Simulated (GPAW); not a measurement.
A run of GPAW 26.7.0:

run.py

```python
import spglib
from ase import Atoms
from ase.calculators.mixing import SumCalculator
from ase.eos import EquationOfState
from ase.io import Trajectory, read
from ase.units import GPa
from dftd4.ase import DFTD4
from gpaw import GPAW, PW, setup_paths

setup_paths.insert(0, '.')

atoms = read('Al.cif')
cell, positions, numbers = spglib.find_primitive(
    (atoms.cell[:], atoms.get_scaled_positions(), atoms.numbers), symprec=1e-4)
atoms = Atoms(numbers, cell=cell, scaled_positions=positions, pbc=True)

traj = Trajectory('eos.traj', 'w')
volumes, energies = [], []
for x in [0.94, 0.96, 0.98, 1.0, 1.02, 1.04, 1.06]:
    a = atoms.copy()
    a.set_cell(atoms.cell * x**(1 / 3), scale_atoms=True)
    calc = GPAW(mode=PW(600),
                xc='GGA_X_PW91+GGA_C_PW91',
                kpts={'size': (11, 11, 11), 'gamma': True},
                occupations={'name': 'fermi-dirac', 'width': 0.05},
                nbands=7,
                convergence={'density': 1e-05, 'energy': 1e-05},
                maxiter=150,
                txt=f'eos-{x:.2f}.txt')
    a.calc = SumCalculator([calc, DFTD4(method='pw91')])
    energies.append(a.get_potential_energy())
    volumes.append(a.get_volume())
    p = -a.get_stress()[:3].mean() / GPa
    calc.write(f'eos-{x:.2f}.gpw')
    traj.write(a)
    print(f'{x:.2f} {volumes[-1]:10.4f} A^3 {energies[-1]:14.6f} eV {p:9.3f} GPa', flush=True)

v0, e0, B = EquationOfState(volumes, energies, eos='birchmurnaghan').fit()
print(f'V0 = {v0:.4f} A^3, E0 = {e0:.6f} eV, B0 = {B / GPa:.2f} GPa')
```

Contents of Al.cif:

```cif
data_Al
_cell_length_a 4.04961000
_cell_length_b 4.04961000
_cell_length_c 4.04961000
_cell_angle_alpha 90.00000000
_cell_angle_beta 90.00000000
_cell_angle_gamma 90.00000000
_space_group_name_H-M_alt 'Fm-3m'
_space_group_name_Hall '-F 4 2 3'
_space_group_IT_number 225
loop_
_space_group_symop_operation_xyz
'x,y,z'
'-x,-y,-z'
'-y,x,z'
'y,-x,-z'
'-x,-y,z'
'x,y,-z'
'y,-x,z'
'-y,x,-z'
'x,-y,-z'
'-x,y,z'
'-y,-x,-z'
'y,x,z'
'-x,y,-z'
'x,-y,z'
'y,x,-z'
'-y,-x,z'
'z,x,y'
'-z,-x,-y'
'z,-y,x'
'-z,y,-x'
'z,-x,-y'
'-z,x,y'
'z,y,-x'
'-z,-y,x'
'-z,x,-y'
'z,-x,y'
'-z,-y,-x'
'z,y,x'
'-z,-x,y'
'z,x,-y'
'-z,y,x'
'z,-y,-x'
'y,z,x'
'-y,-z,-x'
'x,z,-y'
'-x,-z,y'
'-y,z,-x'
'y,-z,x'
'-x,z,y'
'x,-z,-y'
'-y,-z,x'
'y,z,-x'
'-x,-z,-y'
'x,z,y'
'y,-z,-x'
'-y,z,x'
'x,-z,y'
'-x,z,-y'
'x,y+1/2,z+1/2'
'-x,-y+1/2,-z+1/2'
'-y,x+1/2,z+1/2'
'y,-x+1/2,-z+1/2'
'-x,-y+1/2,z+1/2'
'x,y+1/2,-z+1/2'
'y,-x+1/2,z+1/2'
'-y,x+1/2,-z+1/2'
'x,-y+1/2,-z+1/2'
'-x,y+1/2,z+1/2'
'-y,-x+1/2,-z+1/2'
'y,x+1/2,z+1/2'
[... 40 lines left out ...]
'-x+1/2,-y,z+1/2'
'x+1/2,y,-z+1/2'
'y+1/2,-x,z+1/2'
'-y+1/2,x,-z+1/2'
'x+1/2,-y,-z+1/2'
'-x+1/2,y,z+1/2'
'-y+1/2,-x,-z+1/2'
'y+1/2,x,z+1/2'
'-x+1/2,y,-z+1/2'
'x+1/2,-y,z+1/2'
'y+1/2,x,-z+1/2'
'-y+1/2,-x,z+1/2'
'z+1/2,x,y+1/2'
'-z+1/2,-x,-y+1/2'
'z+1/2,-y,x+1/2'
'-z+1/2,y,-x+1/2'
'z+1/2,-x,-y+1/2'
'-z+1/2,x,y+1/2'
'z+1/2,y,-x+1/2'
'-z+1/2,-y,x+1/2'
'-z+1/2,x,-y+1/2'
'z+1/2,-x,y+1/2'
'-z+1/2,-y,-x+1/2'
'z+1/2,y,x+1/2'
'-z+1/2,-x,y+1/2'
'z+1/2,x,-y+1/2'
'-z+1/2,y,x+1/2'
'z+1/2,-y,-x+1/2'
'y+1/2,z,x+1/2'
'-y+1/2,-z,-x+1/2'
'x+1/2,z,-y+1/2'
'-x+1/2,-z,y+1/2'
'-y+1/2,z,-x+1/2'
'y+1/2,-z,x+1/2'
'-x+1/2,z,y+1/2'
'x+1/2,-z,-y+1/2'
'-y+1/2,-z,x+1/2'
'y+1/2,z,-x+1/2'
'-x+1/2,-z,-y+1/2'
'x+1/2,z,y+1/2'
'y+1/2,-z,-x+1/2'
'-y+1/2,z,x+1/2'
'x+1/2,-z,y+1/2'
'-x+1/2,z,-y+1/2'
'x+1/2,y+1/2,z'
'-x+1/2,-y+1/2,-z'
'-y+1/2,x+1/2,z'
'y+1/2,-x+1/2,-z'
'-x+1/2,-y+1/2,z'
'x+1/2,y+1/2,-z'
'y+1/2,-x+1/2,z'
'-y+1/2,x+1/2,-z'
'x+1/2,-y+1/2,-z'
'-x+1/2,y+1/2,z'
'-y+1/2,-x+1/2,-z'
'y+1/2,x+1/2,z'
'-x+1/2,y+1/2,-z'
'x+1/2,-y+1/2,z'
'y+1/2,x+1/2,-z'
'-y+1/2,-x+1/2,z'
'z+1/2,x+1/2,y'
'-z+1/2,-x+1/2,-y'
'z+1/2,-y+1/2,x'
'-z+1/2,y+1/2,-x'
'z+1/2,-x+1/2,-y'
'-z+1/2,x+1/2,y'
'z+1/2,y+1/2,-x'
'-z+1/2,-y+1/2,x'
'-z+1/2,x+1/2,-y'
'z+1/2,-x+1/2,y'
'-z+1/2,-y+1/2,-x'
'z+1/2,y+1/2,x'
'-z+1/2,-x+1/2,y'
'z+1/2,x+1/2,-y'
'-z+1/2,y+1/2,x'
'z+1/2,-y+1/2,-x'
'y+1/2,z+1/2,x'
'-y+1/2,-z+1/2,-x'
'x+1/2,z+1/2,-y'
'-x+1/2,-z+1/2,y'
'-y+1/2,z+1/2,-x'
'y+1/2,-z+1/2,x'
'-x+1/2,z+1/2,y'
'x+1/2,-z+1/2,-y'
'-y+1/2,-z+1/2,x'
'y+1/2,z+1/2,-x'
'-x+1/2,-z+1/2,-y'
'x+1/2,z+1/2,y'
'y+1/2,-z+1/2,-x'
'-y+1/2,z+1/2,x'
'x+1/2,-z+1/2,y'
'-x+1/2,z+1/2,-y'
loop_
_atom_site_label
_atom_site_type_symbol
_atom_site_symmetry_multiplicity
_atom_site_Wyckoff_symbol
_atom_site_fract_x
_atom_site_fract_y
_atom_site_fract_z
_atom_site_occupancy
Al1 Al 4 a 0.0000000000 0.0000000000 0.0000000000 1
```

Potentials or basis: PAW data sets generated in the run's folder for this functional, pw.

The run is started by

```bash
$ gpaw-setup -f GGA_X_PW91+GGA_C_PW91 Al
$ OMP_NUM_THREADS=1 python run.py
```

Hardware: 1 thread of Intel(R) Xeon(R) Platinum 8488C (Sapphire Rapids) (shared host).

Question: How long does it take, and how much memory?

Answer: It took 42 s on 1 thread of Intel(R) Xeon(R) Platinum 8488C (Sapphire Rapids), on a shared host, peak memory 0.19 GiB. Counts: scf iterations 56, plane waves 542, bands 7, k points 56.
